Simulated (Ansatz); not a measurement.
**What moves the field gradients of CdS?**

Cell of run 1: a COD entry, atoms as given.

```
Cd S
1.0
     4.15000    0.00000    0.00000
    -2.07500    3.59401    0.00000
     0.00000    0.00000    6.73700
Cd S
2 2
Cartesian
  0.0000 2.3960 0.0000
  2.0750 1.1980 3.3685
  0.0000 2.3960 2.5264
  2.0750 1.1980 5.8949
```

Atoms are numbered from 1 in the order listed; like atoms form one site, named after its first atom.

Relaxed positions (PBE, cell held):

```
CELL_PARAMETERS angstrom
4.15000 0.00000 0.00000
-2.07500 3.59401 0.00000
0.00000 0.00000 6.73700
ATOMIC_POSITIONS crystal
Cd 0.33333 0.66667 0.99897
Cd 0.66667 0.33333 0.49897
S 0.33333 0.66667 0.37603
S 0.66667 0.33333 0.87603
```

All runs are DFT with Ansatz 0.2.0 (plane waves and PAW, scalar-relativistic unless spin–orbit coupling is named, Γ-centred meshes, Fermi–Dirac smearing where given) in this cell.

Run 1: PBE, atoms as given; 420 eV, 12×12×7 k-points, smearing 0.02 eV.
Run 2: PBE, atoms relaxed; 420 eV, 12×12×7 k-points, smearing 0.02 eV.
Run 3: r2SCAN, at the relaxed atoms; 500 eV, 12×12×7 k-points, smearing 0.02 eV.
Run 4: PBE with spin–orbit coupling, at the relaxed atoms; 420 eV, 12×12×7 k-points, smearing 0.02 eV.
Run 5: LDA, at the relaxed atoms; 420 eV, 12×12×7 k-points, smearing 0.02 eV.
Run 6: PBEsol, at the relaxed atoms; 420 eV, 12×12×7 k-points, smearing 0.02 eV.

```csv
run,Cd V_zz (η),S V_zz (η)
1,-0.38 (0.00),0.11 (0.00)
2,?,?
3,0.34 (0.00),-0.050 (0.00)
4,0.29 (0.00),-0.067 (0.00)
5,0.26 (0.00),-0.087 (0.00)
6,0.27 (0.00),-0.064 (0.00)
```

V_zz in 10²¹ V/m².

Problem. Estimate the row of run 2.

Solution. Cd: 0.29 (0.00); S: -0.066 (0.00). It lies nearest to run 4, from whose tensors on these sites it differs by 0.00 at most (largest principal value of the difference). Taken one at a time, the positions of the atoms (as given or relaxed) move the tensors on these sites by up to 0.67 (largest principal value of the change, on Cd), the functional (between the two that differ most) by 0.09 (Cd), spin–orbit coupling by 0.00.

Run 1: The values hang on the deposited positions: relaxing the atoms moves V_zz on Cd from -0.38 to 0.29.
